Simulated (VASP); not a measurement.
# Ho (Im-3m) in VASP: further runs, part 2 of 2

VASP 6.6.1. The steps go on from the part before.

**6. Single point, LDA, collinear spin, ferromagnetic start**

Contents of INCAR:

```
PREC = Accurate
ENCUT = 460
EDIFF = 1E-6
ISMEAR = 1
SIGMA = 0.15
LREAL = F
LASPH = T
NELM = 100
ALGO = Normal
ISIF = 2
LWAVE = F
LCHARG = F
ISPIN = 2
MAGMOM = 4
LORBIT = 11
LMAXMIX = 6
GGA = CA
NBANDS = 20
ADDGRID = T
```

Contents of KPOINTS:

```
Automatic mesh
0
Gamma
  5 5 5
```

Contents of POSCAR:

```
Ho
1.0
   -1.9905175072      1.9905175072      1.9905175072
    1.9905175072     -1.9905175072      1.9905175072
    1.9905175072      1.9905175072     -1.9905175072
Ho
1
Direct
    0.0000000000      0.0000000000      0.0000000000
```

Potentials or basis: VASP PAW PBE potentials, release 64 (Ho).

Run with:

```bash
$ cat potpaw_PBE.64/Ho/POTCAR > POTCAR
$ mpirun -np 1 vasp_std > vasp.out
```

OUTCAR:

```text
PREC = Accurate
   ENCUT = 460
   EDIFF = 1E-6
   ISMEAR = 1
   LREAL = F
   LASPH = T
   NELM = 100
   ISIF = 2
   ISPIN = 2
   LORBIT = 11
   GGA = CA

 Found     10 irreducible k-points:

 Following reciprocal coordinates:
            Coordinates               Weight
  0.000000  0.000000  0.000000      1.000000
  0.200000  0.000000  0.000000     12.000000
  0.400000  0.000000  0.000000     12.000000
  0.200000  0.200000  0.000000     24.000000
  0.400000  0.200000 -0.000000     24.000000
  0.200000  0.200000  0.200000      8.000000
   k-points           NKPTS =     10   k-points in BZ     NKDIM =     10   number of bands    NBANDS=     20
   number of dos      NEDOS =    301   number of ions     NIONS =      1
   total plane-waves  NPLWV =  13824
   dimension x,y,z NGX =    24 NGY =   24 NGZ =   24
   dimension x,y,z NGXF=    48 NGYF=   48 NGZF=   48
   ions per type =               1
   NGX,Y,Z   is equivalent  to a cutoff of  11.57, 11.57, 11.57 a.u.
   NGXF,Y,Z  is equivalent  to a cutoff of  23.15, 23.15, 23.15 a.u.
 SYSTEM =  unknown system
   PREC   = accura    normal or accurate (medium, high low for compatibility)
   ISTART =      0    job   : 0-new  1-cont  2-samecut
   ICHARG =      2    charge: 1-file 2-atom 10-const
[... 205 lines left out ...]

 k-point     1 :       0.0000    0.0000    0.0000
  band No.  band energies     occupation
      1     -44.1234      1.00000
      2     -19.3579      1.00000
      3     -19.3579      1.00000
      4     -19.3579      1.00000
      5      -2.7850      1.00000
      6       2.0599      1.00129
[... 127 lines left out ...]
     19      13.2402      0.00000
     20      13.2402      0.00000

 [... further k-points ...]

------------------------ aborting loop because EDIFF is reached ----------------------------------------

  FORCE on cell =-STRESS in cart. coord.  units (eV):
  Direction    XX          YY          ZZ          XY          YZ          ZX
  --------------------------------------------------------------------------------------
  -------------------------------------------------------------------------------------
  Total       -0.5165563     -0.5165563     -0.5165563      0.0000000      0.0000000      0.0000000
  in kB      -26.2343488    -26.2343488    -26.2343488      0.0000000      0.0000000      0.0000000
  external PRESSURE =     -26.2343488 kB  Pullay stress =       0.0000000 kB

 VOLUME and BASIS-vectors are now :
 -----------------------------------------------------------------------------
  energy-cutoff  :      460.00
  volume of cell :       31.55
      direct lattice vectors                 reciprocal lattice vectors
    -1.990517507  1.990517507  1.990517507     0.000000000  0.251190958  0.251190958
     1.990517507 -1.990517507  1.990517507     0.251190958  0.000000000  0.251190958
     1.990517507  1.990517507 -1.990517507     0.251190958  0.251190958  0.000000000

 POSITION                                       TOTAL-FORCE (eV/Angst)
 -----------------------------------------------------------------------------------
      0.00000      0.00000      0.00000         0.000000     -0.000000     -0.000000
 -----------------------------------------------------------------------------------
    total drift:                               -0.000000      0.000000      0.000000

  FREE ENERGIE OF THE ION-ELECTRON SYSTEM (eV)
  ---------------------------------------------------
  free  energy   TOTEN  =        -6.3884915056 eV

  energy  without entropy=       -6.3642795505  energy(sigma->0) =       -6.38042085

 total charge

# of ion       s       p       d       f       tot
--------------------------------------------------
    1        2.125   5.689   0.386  10.379  18.579

 magnetization (x)

# of ion       s       p       d       f       tot
--------------------------------------------------
    1        0.003  -0.031  -0.027   3.382   3.327
```

OSZICAR:

```text
N       E                     dE             d eps       ncg     rms          rms(c)
DAV:   1     0.998559277037E+02    0.99856E+02   -0.69158E+03  1060   0.498E+03
[... 30 lines left out ...]
DAV:  32    -0.638851495706E+01    0.44224E-04   -0.19370E-05   992   0.117E-01    0.755E-01
DAV:  33    -0.638849092013E+01    0.24037E-04   -0.19959E-05  1172   0.103E-01    0.482E-01
DAV:  34    -0.638849519542E+01   -0.42753E-05   -0.36929E-06  1028   0.401E-02    0.264E-01
DAV:  35    -0.638849167748E+01    0.35179E-05   -0.40645E-06   628   0.456E-02    0.102E-01
DAV:  36    -0.638849302102E+01   -0.13435E-05   -0.11048E-06   448   0.275E-02    0.588E-02
DAV:  37    -0.638849160996E+01    0.14111E-05   -0.13641E-06   424   0.328E-02    0.148E-02
DAV:  38    -0.638849150557E+01    0.10439E-06   -0.23910E-07   564   0.730E-03
   1 F= -.63884915E+01 E0= -.63804209E+01  d E =-.242120E-01  mag=     3.2517
```

stdout:

```text
POSCAR found type information on POSCAR Ho
 POSCAR found :  1 types and       1 ions
 scaLAPACK will be used
 -----------------------------------------------------------------------------
|                                                                             |
|                                                                             |
|     You enforced a specific xc type in the INCAR file but a different       |
|     I HOPE YOU KNOW WHAT YOU ARE DOING!                                     |
|                                                                             |
 -----------------------------------------------------------------------------

 LDA part: xc-table for (Slater(with rela. corr.)+CA(PZ))
 , standard interpolation
 POSCAR, INCAR and KPOINTS ok, starting setup
 FFT: planning ... GRIDC
 FFT: planning ... GRID_SOFT
 FFT: planning ... GRID
 WAVECAR not read
 entering main loop
```

Wall time 74 s (1 thread of Intel Xeon Platinum 8375C at 2.90GHz (Ice Lake), shared host); peak memory 0.21 GiB.

These settings aren't checked as converged: the numbers below hold their error.

What came out:

```
Free energy                                           : -6.3885 eV
Pressure                                              : -2.6 GPa
Band gap on the k mesh                                : none (metal or under the smearing width)
Net moment                                            : 3.25 μB per cell
Site moments                                          : Ho +3.33 μB
Valence electrons inside the program's atomic spheres : Ho 18.58
```

Caveat: the k mesh is coarse (spacing up to 0.45 Å⁻¹), so the values aren't converged; the magnetic or orbital state may not be the lowest; the PAW data sets were made with another functional, which shifts forces and pressure a little; spin-orbit coupling is left out, which moves the levels of the heavy elements.
